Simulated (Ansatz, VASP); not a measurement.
Mg: VASP beside Ansatz

File INCAR:

```
SYSTEM = Mg
PREC = Accurate
ENCUT = 520
EDIFF = 1E-8
ISMEAR = -1
SIGMA = 0.05
LREAL = .FALSE.
LASPH = .TRUE.
NELM = 100
ALGO = Normal
ISIF = 2
LWAVE = .FALSE.
LCHARG = .FALSE.
GGA = PS
LEFG = .TRUE.
NBANDS = 7
```

Contents of KPOINTS:

```
regular mesh
0
G
  16 16 16
  0 0 0
```

Contents of POSCAR:

```
Mg
1.0
   -1.4814053516      1.4814053516      1.4814053516
    1.4814053516     -1.4814053516      1.4814053516
    1.4814053516      1.4814053516     -1.4814053516
Mg
1
Direct
    0.0000000000      0.0000000000      0.0000000000
```

Input for Ansatz:

```yaml
crystal:
  lattice:
    - [-1.4814053516, 1.4814053516, 1.4814053516]
    - [1.4814053516, -1.4814053516, 1.4814053516]
    - [1.4814053516, 1.4814053516, -1.4814053516]
  atoms:
    - { symbol: Mg, position: [0.0, 0.0, 0.0] }
kpoints:
  mp_grid: { grid: [16, 16, 16] }
scf:
  occupations: { method: fermi_dirac, width: 0.05 }
hamiltonian:
  xc: pbesol
  pseudopotentials: { kind: paw }
output:
  forces: true
  stress: true
  eigenvalues: true
  efg: { contact_densities: true }
```

Change from the starting cell: volume scaled by 1.01, PAW files.

Alike in both runs: task electric field gradients; functional PBEsol; k mesh 16 × 16 × 16; occupations fermi-dirac, width 0.05 eV; no spin polarisation.

```csv
,VASP,Ansatz
version,VASP 6.6.1,Ansatz 0.2.0
potentials or method,"VASP PAW PBE potentials, release 64 (Mg)","PAW with Ansatz's default frozen-core files, scalar-relativistic"
plane-wave cutoff (eV),520,420
valence electrons in the cell,2,10
```

```tsv
	VASP	Ansatz	Ansatz less VASP
pressure (GPa)	59.2	57.9	-1.27
Vzz of the field gradient on the site that differs most (V/Å²)	0.0	0.0	0.00
```

The functional is the same, so the differences come from potentials, cutoffs and numerics. The two sets of potentials don't hold the same shells in valence.

Caveats: so large a pressure means that the cell lies far from this level's equilibrium, or that cutoff or potentials fall short (VASP); the potentials were made for another functional, which shifts forces and pressure (VASP).
